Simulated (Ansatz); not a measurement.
# CaS (rocksalt): zero-pressure volume and bulk modulus with PBE + D3(BJ)

The task here is to estimate one member of a computed series from the others.

Program: Ansatz 0.2.0. Level of theory: DFT PBE + D3(BJ), scalar-relativistic, plane waves, PAW. These are calculated values, not measurements.

### The system as given

Symmetry: Fm-3m, No. 225, cubic system. The conventional cell has a = 5.686 Å, b = 5.686 Å, c = 5.686 Å, α = 90.00°, β = 90.00°, γ = 90.00°. Ca (site symmetry m-3m) is surrounded by 6 S at 2.84 Å. Around S (site symmetry m-3m) lie 6 Ca at 2.84 Å.

Structure file:

```cif
data_structure
_symmetry_space_group_name_H-M 'P 1'
_symmetry_Int_Tables_number 1
_cell_length_a 4.0206
_cell_length_b 4.0206
_cell_length_c 4.0206
_cell_angle_alpha 60.000
_cell_angle_beta 60.000
_cell_angle_gamma 60.000
_cell_volume 45.96
loop_
_atom_site_label
_atom_site_type_symbol
_atom_site_fract_x
_atom_site_fract_y
_atom_site_fract_z
_atom_site_occupancy
Ca1 Ca 0.50000 0.50000 0.50000 1
S1 S 0.00000 0.00000 0.00000 1
```

At PBE, an earlier run found 0.80 GPa for this cell of 22.979 Å³/atom (8×8×8 mesh), gap on the mesh 2.35 eV.

Set-up of the first run:

input.yaml

```yaml
crystal:
  lattice:
    - [0.0, 2.8430011916, 2.8430011916]
    - [2.8430011916, 0.0, 2.8430011916]
    - [2.8430011916, 2.8430011916, 0.0]
  atoms:
    - { symbol: Ca, position: [0.5, 0.5, 0.5] }
    - { symbol: S, position: [0.0, 0.0, 0.0] }
basis:
  ecutwfc: 420
  ecutrho_ratio: 4
kpoints:
  mp_grid: { grid: [8, 8, 8] }
hamiltonian:
  xc: pbe
  dispersion: d3bj
scf:
  occupations: { method: gaussian, width: 0.05 }
output:
  forces: true
  stress: true
  eigenvalues: true
```

On the command line:

```bash
$ ansatz run input.yaml --threads 4 --pin off --max-ram 8192MiB --backend cpu --events-out ev --progress --plain --runs-dir out
```

Steps of the session up to this table: At the given cell; Stepping to 22.731 Å³/atom; Stepping to 22.355 Å³/atom; Volume × 0.98 of the new zero; Volume × 1.02 of the new zero; Volume × 0.96 of the new zero; Volume × 1.04 of the new zero.

One table of the session follows, with a row left open; its other results are not shown here.

It belongs to the step «Energy and pressure against volume». 

| volume (Å³/atom) | energy (meV/atom) | pressure (GPa) |
| --- | --- | --- |
| 21.461 | 7.39 | 2.75 |
| 21.908 | ? | ? |
| 22.355 | 0.00 | 0.00 |
| 22.803 | 1.68 | -1.18 |
| 23.250 | 6.50 | -2.25 |

Q: Estimate the row for volume (Å³/atom) = 21.908 from the others.

Worked estimate for «energy (meV/atom)». A straight line through the neighbours (21.461, 7.39) and (22.355, 0.00) gives 7.39 + (0.00 − 7.39) × (21.908 − 21.461) / (22.355 − 21.461) = 3.69; a parabola fitted to 3 rows on both sides gives 1.91.

As computed: energy (meV/atom): 1.78; pressure (GPa): 1.30. In «energy (meV/atom)» the line misses by +1.91 and the parabola by +0.13.
